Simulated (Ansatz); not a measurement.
## TiSi2: pressure against volume, fitted

```
CELL_PARAMETERS angstrom
0.00000 4.11800 4.26150
2.38650 0.00000 4.26150
2.38650 4.11800 0.00000
ATOMIC_POSITIONS crystal
Ti 0.75000 0.75000 0.75000
Ti 0.50000 0.50000 0.50000
Si 0.08300 0.41700 0.08300
Si 0.41700 0.08300 0.41700
Si 0.16700 0.83300 0.16700
Si 0.83300 0.16700 0.83300
```

Atom numbers follow the list: Ti1, Ti2, Si3, Si4, Si5, Si6.

The cell is COD entry 1010453, as deposited and not checked against the literature; nothing was relaxed. It is an old determination, and later ones may differ.

Computed with DFT, PBE, all-electron LAPW, scalar-relativistic in Ansatz 0.2.0.

Numerical set-up: a Γ-centred 8×8×8 k mesh, Fermi–Dirac smearing of 0.08 eV, basis error target 0.5 meV/atom, no spin polarisation.

The cell is scaled evenly. Fractional coordinates are held (clamped ions).

```json
{"V (Å³/atom)": "13.123", "P (GPa)": "13.10"}
{"V (Å³/atom)": "13.681", "P (GPa)": "5.54"}
{"V (Å³/atom)": "13.821", "P (GPa)": "3.89"}
{"V (Å³/atom)": "13.960", "P (GPa)": "2.32"}
{"V (Å³/atom)": "14.100", "P (GPa)": "0.83"}
{"V (Å³/atom)": "14.239", "P (GPa)": "-0.59"}
{"V (Å³/atom)": "14.519", "P (GPa)": "-3.21"}
{"V (Å³/atom)": "14.798", "P (GPa)": "-5.56"}
```

**Question.** Fit a third-order Birch–Murnaghan curve to the pressures.

**Answer.** P = (3B0/2)(y^(7/2) − y^(5/2))[1 + (3/4)(B0′ − 4)(y − 1)] with y = (V0/V)^(2/3) fits within 0.01 GPa for V0 = 14.181 Å³/atom, B0 = 143.1 GPa and B0′ = 4.28.

**Question.** Predict the pressure at the withheld volume, 13.402 Å³/atom.

**Answer.** There y = 1.0384, so the fit gives 9.12 GPa; the run gave 9.12 GPa.
